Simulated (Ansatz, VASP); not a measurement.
# Bi2Te3 in VASP and in Ansatz

Contents of INCAR:

```
SYSTEM = Bi2Te3
  ALGO = Normal
  DIPOL = 0.5 0.5 0.500
  EDIFF = 1E-7
  ENCUT = 520
  GGA = PE
  IDIPOL = 3
  ISIF = 2
  ISMEAR = 0
  LASPH = .True.
  LCHARG = .True.
  LDIPOL = .True.
  LELF = .True.
  LREAL = .False.
  LVACPOTAV = .True.
  LVHAR = .True.
  LWAVE = .False.
  NBANDS = 59
  NELM = 100
  PREC = Accurate
  SIGMA = 0.1
```

Contents of KPOINTS:

```
k-points
0
Gamma
  9 9 1
  0 0 0
```

POSCAR

```
Bi2Te3
1.0
    4.4688131034      0.0000000000      0.0000000000
   -2.2344065517      3.8701056723      0.0000000000
    0.0000000000      0.0000000000     32.4659178966
Bi Te
4 6
Direct
    0.6666666667      0.3333333333      0.2310114879
    0.0000000000      0.0000000000      0.4653881461
    0.3333333333      0.6666666667      0.5346118539
    0.6666666667      0.3333333333      0.7689885121
    0.0000000000      0.0000000000      0.2861947505
    0.3333333333      0.6666666667      0.3482002710
    0.6666666667      0.3333333333      0.4102045620
    0.6666666667      0.3333333333      0.5897951165
    0.0000000000      0.0000000000      0.6518006370
    0.3333333333      0.6666666667      0.7138049280
```

Input for Ansatz:

```yaml
crystal:
  lattice:
    - [4.4688131034, 0.0, 0.0]
    - [-2.2344065517, 3.8701056723, 0.0]
    - [0.0, 0.0, 32.4659178966]
  atoms:
    - { symbol: Bi, position: [0.6666666667, 0.3333333333, 0.2310114879] }
    - { symbol: Te, position: [0.0, 0.0, 0.2861947505] }
    - { symbol: Te, position: [0.3333333333, 0.6666666667, 0.348200271] }
    - { symbol: Te, position: [0.6666666667, 0.3333333333, 0.410204562] }
    - { symbol: Bi, position: [0.0, 0.0, 0.4653881461] }
    - { symbol: Bi, position: [0.3333333333, 0.6666666667, 0.5346118539] }
    - { symbol: Te, position: [0.6666666667, 0.3333333333, 0.5897951165] }
    - { symbol: Te, position: [0.0, 0.0, 0.651800637] }
    - { symbol: Te, position: [0.3333333333, 0.6666666667, 0.713804928] }
    - { symbol: Bi, position: [0.6666666667, 0.3333333333, 0.7689885121] }
basis:
  ecutwfc: 420
kpoints:
  mp_grid: { grid: [9, 9, 1] }
hamiltonian:
  xc: pbe
scf:
  occupations: { method: gaussian, width: 0.1 }
output:
  forces: true
  stress: true
  eigenvalues: true
efield:
  axis: 3
  dipole_correction: true
```

Alike in both runs: task single point; functional PBE; k mesh 9 × 9 × 1; occupations gaussian, width 0.1 eV; no spin polarisation.

|  | VASP | Ansatz |
| --- | --- | --- |
| version | VASP 6.6.1 | Ansatz 0.2.0 |
| potentials or method | VASP PAW PBE potentials, release 64 (Bi_d, Te) | scalar-relativistic, plane waves, PAW |
| plane-wave cutoff (eV) | 520 | 420 |
| valence electrons in the cell | 96 | 156 |

|  | VASP | Ansatz | Ansatz less VASP |
| --- | --- | --- | --- |
| gap on the k mesh at the Fermi level (eV) | none | none | - |
| rms of the force components (eV/Å) | 0.133 | 0.137 | +0.0031 |
| work function, face that differs most (eV) | 4.09 | 4.08 | -0.004 |

A gap of «none» marks a metal or a gap that the smearing closes. The two sets of potentials don't hold the same shells in valence. Ansatz warned: «vacuum_density_over_bound».

Caveats: spin-orbit coupling is left out, which moves the levels of the heavy elements.
